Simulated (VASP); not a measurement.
# Ba (P6/mmm) in VASP: single point with LDA

Aim: the single point of Ba with LDA.

Program: VASP 6.6.1. These are calculated values, not measurements. Logs are shortened: lines on timing, memory, paths and dates and some standing lists are left out, and cuts for length are marked.

### Step 1. The crystal as given

It takes space group P6/mmm (No. 191, hexagonal). Conventional cell: a = 6.996 Å, b = 6.996 Å, c = 3.909 Å, α = 90.00°, β = 90.00°, γ = 120.00°. Ba (site symmetry -6m2) is surrounded by 5 Ba at 3.91 to 4.04 Å.

This isn't the form of Ba at room conditions, which is bcc.

### Step 2. Single point, LDA

INCAR

```
SYSTEM = Ba
PREC = Accurate ; ENCUT = 520
EDIFF = 1E-7 ; ISMEAR = 0
SIGMA = 0.1 ; LREAL = .False.
LASPH = .True. ; NELM = 100
ALGO = Normal ; ISIF = 2
LWAVE = .False. ; LCHARG = .True.
GGA = CA ; LELF = .True.
LVHAR = .True. ; NBANDS = 17
```

KPOINTS

```
Automatic mesh
0
Gamma
  3 3 6
  0 0 0
```

POSCAR

```
Ba
1.0
    6.9960670735      0.0000000000      0.0000000000
   -3.4980335368      6.0587718122      0.0000000000
    0.0000000000      0.0000000000      3.9093935500
Ba
2
Direct
    0.3333333300      0.6666666700      0.5000000000
    0.6666666700      0.3333333300      0.5000000000
```

Potentials or basis: VASP PAW LDA potentials, release 64 (Ba_sv).

Started as:

```
cat potpaw_LDA.64/Ba_sv/POTCAR > POTCAR
mpirun -np 1 vasp_std > vasp.out
```

OUTCAR:

```text
SYSTEM = Ba
   PREC = Accurate
   ENCUT = 520
   EDIFF = 1E-7
   ISMEAR = 0
   LREAL = .False.
   LASPH = .True.
   NELM = 100
   ISIF = 2
   GGA = CA

 ion  position               nearest neighbor table
   1  0.333  0.667  0.500-   2 4.04   2 4.04   2 4.04
   2  0.667  0.333  0.500-   1 4.04   1 4.04   1 4.04

  LATTYP: Found a hexagonal cell.
 ALAT       =     6.9960670735
 C/A-ratio  =     0.5587987521

  Lattice vectors:

 A1 = (   6.9960670735,   0.0000000000,   0.0000000000)
 A2 = (  -3.4980335368,   6.0587718122,   0.0000000000)
 A3 = (   0.0000000000,   0.0000000000,   3.9093935500)

Analysis of symmetry for initial positions (statically):
=====================================================================
 Subroutine PRICEL returns:
 Original cell was already a primitive cell.

 Routine SETGRP: Setting up the symmetry group for a
 hexagonal supercell.

 Subroutine GETGRP returns: Found 24 space group operations
 (whereof 24 operations were pure point group operations)
 out of a pool of 24 trial point group operations.

The static configuration has the point symmetry D_6h.

Analysis of symmetry for dynamics (positions and initial velocities):
=====================================================================
 Subroutine PRICEL returns:
 Original cell was already a primitive cell.

 Routine SETGRP: Setting up the symmetry group for a
 hexagonal supercell.

 Subroutine GETGRP returns: Found 24 space group operations
 (whereof 24 operations were pure point group operations)
 out of a pool of 24 trial point group operations.

The dynamic configuration has the point symmetry D_6h.

 Subroutine INISYM returns: Found 24 space group operations
 (whereof 24 operations are pure point group operations),
 and found     1 'primitive' translations

----------------------------------------------------------------------------------------

                                     Primitive cell

  volume of cell :     165.7097

  direct lattice vectors                    reciprocal lattice vectors
     6.996067073  0.000000000  0.000000000     0.142937452  0.082524976  0.000000000
    -3.498033537  6.058771812  0.000000000     0.000000000  0.165049953  0.000000000
     0.000000000  0.000000000  3.909393550     0.000000000  0.000000000  0.255794150

  length of vectors
     6.996067073  6.996067073  3.909393550     0.165049953  0.165049953  0.255794150

  position of ions in fractional coordinates (direct lattice)
     0.333333330  0.666666670  0.500000000
     0.666666670  0.333333330  0.500000000

  ion indices of the primitive-cell ions
   primitive index   ion index
                 1           1
                 2           2

----------------------------------------------------------------------------------------

 KPOINTS: Automatic mesh

Automatic generation of k-mesh.
 Grid dimensions read from file:
 generate k-points for:    3    3    6

 Generating k-lattice:

  Cartesian coordinates                     Fractional coordinates (reciprocal lattice)
     0.047645817  0.027508325  0.000000000     0.333333333  0.000000000  0.000000000
     0.000000000  0.055016651  0.000000000     0.000000000  0.333333333  0.000000000
     0.000000000  0.000000000  0.042632358     0.000000000  0.000000000  0.166666667

  Length of vectors
     0.055016651  0.055016651  0.042632358

  Shift w.r.t. Gamma in fractional coordinates (k-lattice)
     0.000000000  0.000000000  0.000000000

 Subroutine IBZKPT returns following result:
 ===========================================

 Found     12 irreducible k-points:

 Following reciprocal coordinates:
            Coordinates               Weight
  0.000000  0.000000  0.000000      1.000000
  0.333333 -0.000000  0.000000      6.000000
  0.333333  0.333333  0.000000      2.000000
  0.000000  0.000000  0.166667      2.000000
  0.333333 -0.000000  0.166667     12.000000
  0.333333  0.333333  0.166667      4.000000
  0.000000  0.000000  0.333333      2.000000
  0.333333 -0.000000  0.333333     12.000000
  0.333333  0.333333  0.333333      4.000000
  0.000000  0.000000  0.500000      1.000000
  0.333333 -0.000000  0.500000      6.000000
  0.333333  0.333333  0.500000      2.000000
   k-points           NKPTS =     12   k-points in BZ     NKDIM =     12   number of bands    NBANDS=     17
   number of dos      NEDOS =    301   number of ions     NIONS =      2
   total plane-waves  NPLWV =  87480
   dimension x,y,z NGX =    54 NGY =   54 NGZ =   30
   dimension x,y,z NGXF=   108 NGYF=  108 NGZF=   60
   ions per type =               2
   NGX,Y,Z   is equivalent  to a cutoff of  12.83, 12.83, 12.76 a.u.
   NGXF,Y,Z  is equivalent  to a cutoff of  25.66, 25.66, 25.51 a.u.
 SYSTEM =  Ba
   PREC   = accura    normal or accurate (medium, high low for compatibility)
   ISTART =      0    job   : 0-new  1-cont  2-samecut
   ICHARG =      2    charge: 1-file 2-atom 10-const
   ISPIN  =      1    spin polarized calculation?
   LNONCOLLINEAR =      F non collinear calculations
   LSORBIT =      F    spin-orbit coupling
   LASPH  =      T    aspherical Exc in radial PAW
   ENCUT  =  520.0 eV  38.22 Ry    6.18 a.u.  13.01 13.01  7.27*2*pi/ulx,y,z
   NELM   =    100;   NELMIN=  2; NELMDL= -5     # of ELM steps
   EDIFF  = 0.1E-06   stopping-criterion for ELM
   LREAL  =      F    real-space projection
   EDIFFG = 0.1E-05   stopping-criterion for IOM
   NSW    =      0    number of steps for IOM
   IBRION =     -1    ionic relax: 0-MD 1-quasi-New 2-CG
   NFREE  =      0    steps in history (QN), initial steepest desc. (CG)
   ISIF   =      2    stress and relaxation
   ISYM   =      2    0-nonsym 1-usesym 2-fastsym
   POTIM  = 0.5000    time-step for ionic-motion
   TEBEG  =    0.0;   TEEND  =   0.0 temperature during run
   PSTRESS=    0.0 pullay stress
   NELECT =      20.0000    total number of electrons
   NUPDOWN=      -1.0000    fix difference up-down
   EMIN   =  10.00;   EMAX   =-10.00  energy-range for DOS
   EFERMI =   0.00;   METHOD = LEGACY
   ISMEAR =     0;   SIGMA  =   0.10  broadening in eV -4-tet -1-fermi 0-gaus
   EFERMI_NEDOS =   21; number of points for ismear=-14 and -15
   IALGO  =     38    algorithm
   IMIX   =      4    mixing-type and parameters
     AMIX     =   0.40;   BMIX     =  1.00
     AMIX_MAG =   1.60;   BMIX_MAG =  1.00
  volume/ion in A,a.u.               =      82.85       559.13
  Fermi-wavevector in a.u.,A,eV,Ry     =   0.809038  1.528860  8.905588  0.654542
  Thomas-Fermi vector in A             =   1.917955
   LORBIT       =      0    0 simple, 1 ext, 2 COOP (PROOUT), +10 PAW based schemes
   GGA     = CA    functional components
   LHFCALC =     F    Hartree Fock is set to
   AEXX    =    0.0000 exact exchange contribution
   IVDW    =     0    specifies the selected vdW correction
   LEPSILON=     F    determine dielectric tensor
   LRPA    =     F    only Hartree local field effects (RPA)
 non-spin polarized calculation
 Gauss-broadening in eV      SIGMA  =   0.10
  energy-cutoff  :      520.00
  volume of cell :      165.71
 maximum number of plane-waves:      4485
 NGX is ok and might be reduce to    54
   NGX = 25   NGY = 25   NGZ = 15

 number of electron      20.0000003 magnetization

 Free energy of the ion-electron system (eV)
  ---------------------------------------------------
  ext. energy  EPLUGINS =         0.00000000
  ---------------------------------------------------
  free energy    TOTEN  =        -2.87400747 eV

  energy without entropy =       -2.82190054  energy(sigma->0) =       -2.84795401

 E-fermi :   0.3968     XC(G=0):  -6.5544

 val. band max:        0.3910261048   @ k =   0.3333   0.3333   0.3333
 cond. band min:       0.4240390305   @ k =   0.3333  -0.0000   0.1667
 fundamental gap:      0.0330129257
 Fermi energy:         0.3967635783

 k-point     1 :       0.0000    0.0000    0.0000
  band No.  band energies     occupation
      1     -28.8177      2.00000
      2     -28.7476      2.00000
      3     -14.2254      2.00000
      4     -14.2254      2.00000
      5     -13.8269      2.00000
      6     -13.8269      2.00000
[... 9 lines left out ...]
     16       3.5578      0.00000
     17       3.5578      0.00000

 k-point     2 :       0.3333   -0.0000    0.0000
  band No.  band energies     occupation
      1     -28.8030      2.00000
      2     -28.7626      2.00000
      3     -14.2502      2.00000
      4     -14.1610      2.00000
      5     -13.8961      2.00000
      6     -13.7988      2.00000
[... 9 lines left out ...]
     16       3.4525      0.00000
     17       3.4578      0.00000

 k-point     3 :       0.3333    0.3333    0.0000
  band No.  band energies     occupation
      1     -28.7828      2.00000
      2     -28.7828      2.00000
      3     -14.2748      2.00000
      4     -14.0300      2.00000
      5     -14.0300      2.00000
      6     -13.7721      2.00000
[... 9 lines left out ...]
     16       2.1480      0.00000
     17       3.3459      0.00000

 k-point     4 :       0.0000    0.0000    0.1667
  band No.  band energies     occupation
      1     -28.8013      2.00000
      2     -28.7318      2.00000
      3     -14.2004      2.00000
      4     -14.2004      2.00000
      5     -13.8069      2.00000
      6     -13.8069      2.00000
[... 9 lines left out ...]
     16       2.5800      0.00000
     17       2.5800      0.00000

 k-point     5 :       0.3333   -0.0000    0.1667
  band No.  band energies     occupation
      1     -28.7867      2.00000
      2     -28.7466      2.00000
      3     -14.2247      2.00000
      4     -14.1366      2.00000
      5     -13.8758      2.00000
      6     -13.7794      2.00000
[... 9 lines left out ...]
     16       2.8667      0.00000
     17       2.8778      0.00000

 k-point     6 :       0.3333    0.3333    0.1667
  band No.  band energies     occupation
      1     -28.7667      2.00000
      2     -28.7667      2.00000
      3     -14.2486      2.00000
      4     -14.0075      2.00000
      5     -14.0075      2.00000
      6     -13.7533      2.00000
[... 9 lines left out ...]
     16       2.1953      0.00000
     17       3.1243      0.00000

 k-point     7 :       0.0000    0.0000    0.3333
  band No.  band energies     occupation
      1     -28.7681      2.00000
      2     -28.6997      2.00000
      3     -14.1647      2.00000
      4     -14.1494      2.00000
      5     -14.1494      2.00000
      6     -14.0476      2.00000
[... 9 lines left out ...]
     16       2.3079      0.00000
     17       2.6928      0.00000

 k-point     8 :       0.3333   -0.0000    0.3333
  band No.  band energies     occupation
      1     -28.7537      2.00000
      2     -28.7143      2.00000
      3     -14.1726      2.00000
      4     -14.1404      2.00000
      5     -14.0898      2.00000
      6     -14.0695      2.00000
[... 9 lines left out ...]
     16       2.5980      0.00000
     17       2.9838      0.00000

 k-point     9 :       0.3333    0.3333    0.3333
  band No.  band energies     occupation
      1     -28.7341      2.00000
      2     -28.7341      2.00000
      3     -14.1954      2.00000
      4     -14.1071      2.00000
      5     -14.1071      2.00000
      6     -13.9605      2.00000
[... 9 lines left out ...]
     16       3.1030      0.00000
     17       3.1079      0.00000

 k-point    10 :       0.0000    0.0000    0.5000
  band No.  band energies     occupation
      1     -28.7513      2.00000
      2     -28.6835      2.00000
      3     -14.3442      2.00000
      4     -14.2174      2.00000
      5     -14.1234      2.00000
      6     -14.1234      2.00000
[... 9 lines left out ...]
     16       2.2606      0.00000
     17       2.3557      0.00000

 k-point    11 :       0.3333   -0.0000    0.5000
  band No.  band energies     occupation
      1     -28.7371      2.00000
      2     -28.6980      2.00000
      3     -14.3177      2.00000
      4     -14.2445      2.00000
      5     -14.1461      2.00000
      6     -14.0613      2.00000
[... 9 lines left out ...]
     16       2.5407      0.00000
     17       3.2820      0.00000

 k-point    12 :       0.3333    0.3333    0.5000
  band No.  band energies     occupation
      1     -28.7176      2.00000
      2     -28.7176      2.00000
      3     -14.2813      2.00000
      4     -14.2813      2.00000
      5     -14.1684      2.00000
      6     -13.9376      2.00000
[... 9 lines left out ...]
     16       3.3256      0.00000
     17       3.3270      0.00000

------------------------ aborting loop because EDIFF is reached ----------------------------------------

  FORCE on cell =-STRESS in cart. coord.  units (eV):
  Direction    XX          YY          ZZ          XY          YZ          ZX
  --------------------------------------------------------------------------------------
  -------------------------------------------------------------------------------------
  Total       -0.3445554     -0.3445554     -1.0117092      0.0000000     -0.0000000      0.0000000
  in kB       -3.3313614     -3.3313614     -9.7817895      0.0000000     -0.0000000      0.0000000
  external PRESSURE =      -5.4815041 kB  Pullay stress =       0.0000000 kB

 VOLUME and BASIS-vectors are now :
 -----------------------------------------------------------------------------
  energy-cutoff  :      520.00
  volume of cell :      165.71
      direct lattice vectors                 reciprocal lattice vectors
     6.996067073  0.000000000  0.000000000     0.142937452  0.082524976  0.000000000
    -3.498033537  6.058771812  0.000000000     0.000000000  0.165049953  0.000000000
     0.000000000  0.000000000  3.909393550     0.000000000  0.000000000  0.255794150

 POSITION                                       TOTAL-FORCE (eV/Angst)
 -----------------------------------------------------------------------------------
     -0.00000      4.03918      1.95470         0.000000     -0.000000      0.000000
      3.49803      2.01959      1.95470        -0.000000      0.000000     -0.000000
 -----------------------------------------------------------------------------------
    total drift:                               -0.000000      0.000000      0.000000

  FREE ENERGIE OF THE ION-ELECTRON SYSTEM (eV)
  ---------------------------------------------------
  free  energy   TOTEN  =        -2.8740074729 eV

  energy  without entropy=       -2.8219005442  energy(sigma->0) =       -2.84795401
```

Wall time 38 s (1 thread of Intel Xeon Platinum 8488C (Sapphire Rapids), shared host); peak memory 0.22 GiB.

What came out:

```
Free energy            : -2.8740 eV
Pressure               : -0.5 GPa
Band gap on the k mesh : none (metal or under the smearing width)
```

Stress tensor (GPa, compression positive):
```
-0.33  0.00  0.00
 0.00 -0.33  0.00
 0.00  0.00 -0.98
```

Levels at points of the mesh, in eV from the Fermi level:
| k point | band 8 | band 9 | band 10 | band 11 | band 12 | band 13 |
| --- | --- | --- | --- | --- | --- | --- |
| (0.00, 0.00, 0.00) | -13.89 | -2.25 | 0.05 | 0.22 | 0.71 | 0.71 |
| (0.00, 0.00, 0.50) | -14.14 | -0.25 | -0.21 | -0.21 | 1.13 | 1.39 |

Spin-orbit coupling is left out, which matters for the levels of Ba.
